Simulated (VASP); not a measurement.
Here is a VASP 6.6.1 calculation.

The input INCAR:

```
SYSTEM = Ag
  PREC = Accurate
  ENCUT = 520
  EDIFF = 1E-6
  ISMEAR = 1
  SIGMA = 0.1
  LREAL = .False.
  LASPH = .True.
  NELM = 80
  ALGO = Normal
  ISIF = 2
  LWAVE = .False.
  LCHARG = .False.
  LDIPOL = .True.
  IDIPOL = 3
  DIPOL = 0.5 0.5 0.500
  GGA = PS
  IBRION = 2
  NSW = 80
  EDIFFG = -0.02
  KPAR = 4
```

Contents of KPOINTS:

```
regular mesh
0
Gamma
  13 13 1
  0 0 0
```

Contents of POSCAR:

```
Ag
1.0
    2.8648615100      0.0000000000      0.0000000000
    0.0000000000      2.8648615100      0.0000000000
    0.0000000000      0.0000000000     27.1545780000
Ag
7
Direct
    0.5000000000      0.5000000000      0.2761965200
    0.0000000000      0.0000000000      0.3507976800
    0.5000000000      0.5000000000      0.4253988400
    0.0000000000      0.0000000000      0.5000000000
    0.5000000000      0.5000000000      0.5746011600
    0.0000000000      0.0000000000      0.6492023200
    0.5000000000      0.5000000000      0.7238034800
```

Potentials or basis: VASP PAW PBE potentials, release 64 (Ag).

Launch:

```bash
$ cat potpaw_PBE.64/Ag/POTCAR > POTCAR
$ mpirun -np 4 vasp_std > vasp.out
```

Question: What does it give for the band gap on the k mesh?

Answer: None (metal or under the smearing width).

Question: What does it give for the energy gained by relaxing?

Answer: 0.6 meV/atom.

Final structure:
```yaml
crystal:
  lattice:
    - [2.86486, 0.00000, 0.00000]
    - [0.00000, 2.86486, 0.00000]
    - [0.00000, 0.00000, 27.15458]
  atoms:
    - { symbol: Ag, position: [0.50000, 0.50000, 0.27677] }
    - { symbol: Ag, position: [0.00000, 0.00000, 0.35011] }
    - { symbol: Ag, position: [0.50000, 0.50000, 0.42508] }
    - { symbol: Ag, position: [0.00000, 0.00000, 0.50000] }
    - { symbol: Ag, position: [0.50000, 0.50000, 0.57492] }
    - { symbol: Ag, position: [0.00000, 0.00000, 0.64989] }
    - { symbol: Ag, position: [0.50000, 0.50000, 0.72323] }
```
